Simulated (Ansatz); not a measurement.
## C: what symmetry allows forces and stress to be

```xyz
2
Lattice="0.0000 2.1270 3.3480 1.2280 0.0000 3.3480 1.2280 2.1270 0.0000" Properties=species:S:1:pos:R:3 pbc="T T T"
C     1.2280    0.7540    3.3480
C     1.2280    3.5450    3.3480
```

Theory: DFT PBEsol, scalar-relativistic, plane waves, PAW in Ansatz 0.2.0.

Plane waves to 420 eV, a k mesh through Γ of 14×14×14 on the computed 2-atom cell and Gaussian smearing (0.02 eV); no spin polarisation.

This distorted cell has space group Fmmm, with 8 operations.

Problem. Without a calculation: in which directions can each atom feel a force?

Solution. A force must be left unchanged by every operation that keeps its atom in place, so it lies in the space that those operations leave fixed. Atoms that the group maps onto each other feel forces of one size.
```
atom site symmetry operations at the site equivalent to atom allowed force (Cartesian)
  C1            m2m                       4                   1   along (0.00, 1.00, 0.00)
  C2            m2m                       4                   1   along (0.00, 1.00, 0.00)
```

That leaves 1 independent force component of 6. A relaxation in this cell that keeps the symmetry moves the atoms in these directions alone.

Problem. And the stress tensor?

Solution. It must be invariant under the point group, which leaves 3 independent components: yz, xz, xy vanish.

Problem. Do the computed values obey this?

Solution. Yes. Forces (eV/Å):
```
C1   0.000 -2.353  0.000
C2   0.000  2.353  0.000
```

Stress (GPa, compression positive, xx yy zz yz xz xy): 7.92 -2.70 1.75 0.00 0.00 0.00. The program imposes the same operations on density, forces and stress, so this confirms the analysis and is no independent test of the calculation.

The cell holds layers, and where no dispersion correction was added their binding is poorly described.

This form isn't the element's structure at ambient conditions.